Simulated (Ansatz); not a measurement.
PtS2 (started from an entry of an open crystallographic database), relaxed with r2SCAN+rVV10 in Ansatz. The symmetry is P-3m1 (No. 164, trigonal); conventional cell a = 3.553 Å, c = 5.123 Å, 18.66 Å³ an atom. Pt is surrounded by 6 S at 2.39 Å; S is surrounded by 3 Pt at 2.39 Å.

The axes x, y and z are those of this cell:
```
CELL_PARAMETERS angstrom
3.55262 0.00000 0.00000
-1.77631 3.07666 0.00000
0.00000 0.00000 5.12283
ATOMIC_POSITIONS crystal
Pt 0.00000 0.00000 0.00000
S 0.33333 0.66667 0.23925
S 0.66667 0.33333 0.76075
```

Unstrained: PBE gives an indirect gap of 0.615 eV, from k = (0, 0.169, 0.188) to k = (0, 0.281, 0.299); the least direct gap is 0.915 eV at k = (0, 0.281, 0.299). The r2SCAN gap is indirect, 0.790 eV (k = (0, 0.169, 0.188) to k = (0, 0.281, 0.299)), below the direct gap of 1.106 eV at k = (0, 0.281, 0.299). With HSE06 the valence top lies at Γ and the conduction bottom at k = (0, 0.281, 0.299), 1.211 eV higher; the smallest vertical gap, at k = (0, 0.281, 0.299), is 1.680 eV. Meshes: PBE 12×12×6, r2SCAN 12×12×6, HSE06 6×6×4. Strains are changes of length per length, and xy shears are angles. After each strain the atoms were relaxed again with r2SCAN+rVV10 within the symmetry that the strain leaves, so tilts or polar shifts that break it weren't tested; points keep the names that they have in the unstrained zone. Calculated for a static, non-magnetic cell.

Q: Estimate what isotropic -4.88 % on every length does to the gap.

A: PBE: the gap goes from 0.615 to 0.277 eV (-0.338 eV); the edges go from (0, 0.169, 0.188) → (0, 0.281, 0.299) to Γ → (0, 0.288, 0.299). r2SCAN: the gap goes from 0.790 to 0.431 eV (-0.359 eV); the edges go from (0, 0.169, 0.188) → (0, 0.281, 0.299) to Γ → (0, 0.288, 0.299). HSE06: the gap goes from 1.211 to 0.804 eV (-0.407 eV); the edges go from Γ → (0, 0.281, 0.299) to Γ → (0, 0.288, 0.299).

Q: Estimate what uniaxial +4.15 % along x, other directions held does to the gap.

A: PBE: the gap goes from 0.615 to 0.417 eV (-0.198 eV); the edges go from (0, 0.169, 0.188) → (0, 0.281, 0.299) to (0, 0.172, 0.177) → (0.290, -0.008, -0.290). r2SCAN: the gap goes from 0.790 to 0.572 eV (-0.218 eV); the edges go from (0, 0.169, 0.188) → (0, 0.281, 0.299) to (0, 0.172, 0.177) → (0.290, -0.008, -0.290). HSE06: the gap goes from 1.211 to 1.058 eV (-0.153 eV); the edges go from Γ → (0, 0.281, 0.299) to (0, 0.172, 0.177) → (0.290, -0.008, -0.290).

Q: Estimate what xy shear, engineering strain (angle) +1.14 % does to the gap.

A: PBE: the gap goes from 0.615 to 0.569 eV (-0.046 eV); the edges go from (0, 0.169, 0.188) → (0, 0.281, 0.299) to (0.172, -0.172, 0.195) → (0.281, 0.001, -0.298). r2SCAN: the gap goes from 0.790 to 0.742 eV (-0.048 eV); the edges go from (0, 0.169, 0.188) → (0, 0.281, 0.299) to (0.172, -0.172, 0.195) → (0.281, 0.001, -0.298). HSE06: the gap goes from 1.211 to 1.192 eV (-0.019 eV); the edges go from Γ → (0, 0.281, 0.299) to Γ → (0.281, 0.001, -0.298).

Q: Apply isotropic -0.66 % on every length. How far does the gap move, against the unstrained cell?

A: PBE: the gap goes from 0.615 to 0.591 eV (-0.024 eV); the edges go from (0, 0.169, 0.188) → (0, 0.281, 0.299) to (0, 0.169, 0.198) → (0, 0.283, 0.299). r2SCAN: the gap goes from 0.790 to 0.761 eV (-0.029 eV); the edges go from (0, 0.169, 0.188) → (0, 0.281, 0.299) to Γ → (0, 0.283, 0.299). HSE06: the gap goes from 1.211 to 1.171 eV (-0.040 eV); the edges go from Γ → (0, 0.281, 0.299) to Γ → (0, 0.283, 0.299).

No spin-orbit coupling is included; it can move band edges with weight on the heavy atoms by tenths of an eV.

Where an edge lies off the special points, it is a point of the mesh or the k point where a search put PBE's edge or least direct gap, reused for the other functionals, whose own edges may lie a little apart.

Coordinates of k points refer to the reciprocal vectors of the primitive cell of the runs.

The meshes of the hybrids are coarse, so their gaps aren't converged to the digits shown.
